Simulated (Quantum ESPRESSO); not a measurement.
Set up this calculation in Quantum ESPRESSO 7.5, as an ASE script.

```yaml
Task: single point
Functional: PBE
Potentials_or_basis: SSSP 1.3 efficiency PBE
Cutoff: 748 eV
Density_cutoff: 5987 eV
k_mesh: 9 × 9 × 9
Occupations: fermi-dirac, width 0.05 eV
Spin: no spin polarisation
Mixing_beta: 0.5
Most_SCF_iterations: 120
SCF_threshold: 6e-10 Ry
```

The structure of PbO2 lies in POSCAR:

```
PbO2
1.0
    0.0000000000      2.7019920000      2.7019920000
    2.7019920000      0.0000000000      2.7019920000
    2.7019920000      2.7019920000      0.0000000000
Pb O
1 2
Direct
    0.0000000000      0.0000000000      0.0000000000
    0.7500000000      0.7500000000      0.7500000000
    0.2500000000      0.2500000000      0.2500000000
```

The cell comes from a database or a generator and needn't be the stable form of this composition.

These files were run (other wordings do the same):

run.py

```python
import numpy as np
from ase.calculators.espresso import Espresso, EspressoProfile
from ase.io import read

atoms = read('POSCAR')

input_data = {
    'control': {'calculation': 'scf', 'prefix': 'pwscf', 'outdir': './tmp', 'tprnfor': True, 'tstress': True, 'disk_io': 'nowf'},
    'system': {'ecutwfc': 55.0, 'ecutrho': 440.0, 'nbnd': 20, 'occupations': 'smearing', 'smearing': 'fd', 'degauss': 0.00367493},
    'electrons': {'conv_thr': 6e-10, 'electron_maxstep': 120, 'mixing_beta': 0.5},
}
pseudopotentials = {'O': 'O.pbe-n-kjpaw_psl.0.1.UPF', 'Pb': 'Pb.pbe-dn-kjpaw_psl.0.2.2.UPF'}
profile = EspressoProfile(command='pw.x', pseudo_dir='pseudo')
atoms.calc = Espresso(profile=profile, input_data=input_data, pseudopotentials=pseudopotentials, kpts=(9, 9, 9), koffset=(0, 0, 0))

print(f'energy {atoms.get_potential_energy():.8f} eV')
print('forces (eV/A)')
print(np.round(atoms.get_forces(), 6))
print('stress (eV/A^3, Voigt)')
print(np.round(atoms.get_stress(), 8))
print(f'Fermi level {atoms.calc.get_fermi_level():.4f} eV')
```

Potentials or basis: SSSP 1.3 efficiency PBE.

Run with:

```bash
$ OMP_NUM_THREADS=1 python run.py
```

Results of the run:

```json
{
 "Pressure": "1.2 GPa",
 "Band gap on the k mesh": "none (metal or under the smearing width)"
}
```

Wall time 51 s on 1 thread of Intel(R) Xeon(R) Platinum 8259CL CPU @ 2.50GHz (Skylake/Cascade Lake), with other jobs on the host, peak memory 0.23 GiB.
